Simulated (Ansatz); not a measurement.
# Band edges of CsBr (Pm-3m)

```xyz
2
Lattice="4.2402 0.0000 0.0000 0.0000 4.2402 0.0000 0.0000 0.0000 4.2402" Properties=species:S:1:pos:R:3 pbc="T T T"
Cs    0.0000    0.0000    0.0000
Br    2.1201    2.1201    2.1201
```

The conventional cell has a = 4.240 Å, b = 4.240 Å, c = 4.240 Å, α = 90.00°, β = 90.00°, γ = 90.00°. Cs (atom 1) is surrounded by 8 Br at 3.67 Å. Br (atom 2) is surrounded by 8 Cs at 3.67 Å.

Computed, not measured; unless marked otherwise by PBEsol, all-electron LAPW in Ansatz 0.2.0, scalar-relativistic. k mesh 6×6×6, fixed occupations, basis error target 1 meV/atom. The cell was relaxed by PAW under this functional.

Extrema are searched on a 10×10×10 mesh and refined by Newton steps; masses come from band slopes 0.005 Å⁻¹ away, 1/m* = (1/ħ²) d²E/dk², negative for holes (the finite step makes the lightest masses up to about 3 % heavy). k is in units of the reciprocal vectors.

Problem. Where are the band edges, and is the gap direct?

Solution. The valence maximum lies at Gamma (0.000, 0.000, 0.000) and the conduction minimum at Gamma (0.000, 0.000, 0.000), so the Kohn-Sham gap of 4.453 eV is direct. A further conduction extremum at M (0.000, -0.500, -0.500) lies 0.708 eV from the edge (3 equivalent points). A further valence extremum at M (0.000, -0.500, -0.500) lies 0.020 eV from the edge (3 equivalent points).

Problem. What are the electron masses at the edge?

Solution. The principal masses are 0.293, 0.293, 0.293 mₑ. One valley has a density-of-states mass (m₁m₂m₃)^(1/3) = 0.293; the direction-averaged conductivity mass 3/Σ(1/mᵢ) is 0.293 mₑ.

Problem. Several bands lie at or near the hole edge, or its surface isn't an ellipsoid. What are the masses by direction?

Solution. 

```
direction  branch from the edge  its level at the point (eV from the edge)   m*/mₑ
      100                     1                                      0.000   -3.66
      100                     2                                      0.000   -3.66
      100                     3                                      0.000  -0.416
      110                     1                                      0.000   -3.66
      110                     2                                      0.000   -1.79
      110                     3                                      0.000  -0.472
      111                     1                                      0.000   -2.16
      111                     2                                      0.000   -2.16
      111                     3                                      0.000  -0.494
     11-2                     1                                      0.000   -2.71
     11-2                     2                                      0.000   -2.21
     11-2                     3                                      0.000   -0.47
```

Problem. Along the Cartesian direction 11-2 the conduction slope is 0.1301 eV·Å one step out. What is it four steps out, and what does that say?

Solution. 0.5191 eV·Å, 3.990 times the first; a parabola would give 4, so the band is nearly parabolic here.

Problem. What electronic dielectric constant and refractive index follow from the same bands (independent particles)?

Solution. ε∞ = (3.53, 3.53, 3.53), so n ≈ √ε∞ = 1.88 (mean over directions) well under the gap and the normal reflectivity is ((n − 1)/(n + 1))² = 0.093. Local fields, left out here, lower ε∞ by several per cent.

Problem. What gap does PAW give in the same cell?

Solution. 4.453 eV, 0 meV from the LAPW value.

Known limits: no spin-orbit coupling on heavy atoms; semilocal gaps are low, and what follows the gap (onsets, screening, light masses) shifts with it; without spin-orbit coupling, bands that meet at the valence top are not the light and heavy holes of experiment; the frozen-core PAW files of the compared runs were fitted under PBE, their cores solved anew for this functional.
